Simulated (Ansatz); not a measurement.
This concerns the formation energy of BeO (wurtzite, P6₃mc) from the elements. Reaction: Be (hcp) + 1/2 O2 (gas) → BeO (wurtzite). The sign is products less reactants. The value is per atom of the solid.

BeO (wurtzite, P6₃mc), 4 atoms in the cell, k-point mesh 18×18×8 on the run's own vectors.
```cif
data_Be2O2
_chemical_formula_sum 'Be2 O2'
_space_group_name_H-M_alt 'P 1'
_space_group_IT_number 1
_cell_length_a 2.71176
_cell_length_b 2.71176
_cell_length_c 4.40447
_cell_angle_alpha 90.000
_cell_angle_beta 90.000
_cell_angle_gamma 120.000
loop_
_space_group_symop_operation_xyz
  'x, y, z'
loop_
_atom_site_label
_atom_site_type_symbol
_atom_site_fract_x
_atom_site_fract_y
_atom_site_fract_z
_atom_site_occupancy
Be1 Be 0.33333 0.66667 0.99986 1
Be2 Be 0.66667 0.33333 0.49986 1
O1 O 0.33333 0.66667 0.37764 1
O2 O 0.66667 0.33333 0.87764 1
```

Be (hcp, P6₃/mmc), 2 atoms in the cell, k-point mesh 30×30×16 on the run's own vectors. Conventional cell: a = 2.264 Å, b = 2.264 Å, c = 3.563 Å, α = 90.00°, β = 90.00°, γ = 120.00°.

An isolated O2 molecule (triplet) in a box of 11 × 11 × 13 Å.

All numbers come from Ansatz (an electronic-structure program), plane waves with PAW, its default PAW set, cutoff 420 eV, 500 eV for r2SCAN. The structures are at rest with PBE; other levels are single points on them, but for the rows marked own geometry. HSE06 runs on coarser k-point meshes, mended by the PBE difference between the two meshes. Some cells are metallic or hold partly filled levels, where a hybrid on a coarse mesh is less sure. Neutral cells; Fermi-Dirac smearing of at most 0.10 eV in the solids, energies taken to zero width. The lattices are those relaxed with PBE, so at other levels the solids can be strained, which adds to the spread. A dispersion term (D3(BJ), or D4 for r2SCAN) was computed beside these levels and is taken off wherever the name lacks it. Nuclei at rest; no vibrational terms.

Question: What value does PBE give?

Answer: -2.74 eV/atom, for Be (hcp) + 1/2 O2 (gas) → BeO (wurtzite).

Question: How does the value move with the functional?

Answer: 
```json
[
 {"Method": "PBE+D3(BJ)", "value (eV/atom)": "-2.77", "less PBE": "-0.03"},
 {"Method": "HSE06+D3(BJ)", "value (eV/atom)": "-2.89", "less PBE": "-0.15"},
 {"Method": "r2SCAN (own geometry)", "value (eV/atom)": "-2.98", "less PBE": "-0.24"}
]
```

The levels span 0.24 eV/atom, from r2SCAN (own geometry) (-2.98) to PBE (-2.74).
